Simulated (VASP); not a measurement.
Crystal: KMgF3.

```
CELL_PARAMETERS angstrom
3.98590 0.00000 0.00000
0.00000 3.98590 0.00000
0.00000 0.00000 3.98590
ATOMIC_POSITIONS crystal
K 0.50000 0.50000 0.50000
Mg 0.00000 0.00000 0.00000
F 0.00000 0.00000 0.50000
F 0.00000 0.50000 0.00000
F 0.50000 0.00000 0.00000
```

| Property | Result |
| --- | --- |
| Program | VASP 6.6.1 |
| Task | single point |
| Functional | PBEsol |
| Potentials or basis | VASP PAW PBE potentials, release 64 (K_sv, Mg, F) |
| Cutoff | 520 eV |
| k mesh | 7 × 7 × 7 |
| Occupations | fermi-dirac, width 0.05 eV |
| Spin | no spin polarisation |

On this cell: pressure -0.1 GPa; largest force zero by symmetry; band gap on the k mesh 7.16 eV, indirect (least direct gap 7.45 eV).

The same run follows on a disturbed copy (atoms moved at random, drawn with an rms of 0.05 Å):

```xyz
5
Lattice="3.9859 0.0000 0.0000 0.0000 3.9859 0.0000 0.0000 0.0000 3.9859" Properties=species:S:1:pos:R:3 pbc="T T T"
K     1.9593    2.0783    1.9283
Mg   -0.0074    0.0248    0.0008
F     0.0062    0.0033    2.0532
F    -0.0096    1.9490    0.0388
F     2.0197    0.0325   -0.0110
```

Question: What does the disturbed cell give?

Answer: The energy moves by +12.5 meV/atom; pressure 0.5 GPa; largest force 0.765 eV/Å; band gap on the k mesh 7.14 eV, indirect (least direct gap 7.43 eV).

Forces in eV/Å, atoms in the order of the input:
```
K    0.078 -0.166  0.177
Mg   0.197 -0.393  0.332
F    0.026 -0.068 -0.632
F    0.061  0.762  0.006
F   -0.362 -0.135  0.118
```

Stress tensor (GPa, compression positive):
```
 0.37 -0.03  0.02
-0.03  0.65  0.04
 0.02  0.04  0.53
```

Caveats: the PAW data sets were made with another functional, which shifts forces and pressure a little; an odd mesh through Γ misses points on the zone boundary, where band edges often lie.
